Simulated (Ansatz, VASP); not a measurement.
# Cu in VASP and in Ansatz

```
CELL_PARAMETERS angstrom
2.55692 0.00000 0.00000
-1.27846 2.21436 0.00000
0.00000 0.00000 4.22416
ATOMIC_POSITIONS crystal
Cu 0.33333 0.66667 0.25000
Cu 0.66667 0.33333 0.75000
```

The cell was built by a generator and needn't be a form met in nature.

Alike in both runs: functional PBE; k mesh 13 × 13 × 7; occupations gaussian, width 0.1639 eV; no spin polarisation.

Ansatz relaxed the structure, and its values are those at the end. VASP's run is a single point on that final structure, the one shown.

|  | VASP | Ansatz |
| --- | --- | --- |
| version | VASP 6.6.1 | Ansatz 0.2.0 |
| potentials or method | VASP PAW PBE potentials, release 64 (Cu) | PAW plane waves |
| plane-wave cutoff (eV) | 520 | 420 |
| valence electrons in the cell | 22 | 38 |

VASP gave:

```
pressure (GPa) : 0.8
```

Task: What did Ansatz give for the same quantities?

Result: Pressure (GPa): 0.0.

The two sets of potentials don't hold the same shells in valence. Ansatz warned: «structure_snapped_to_symmetry».
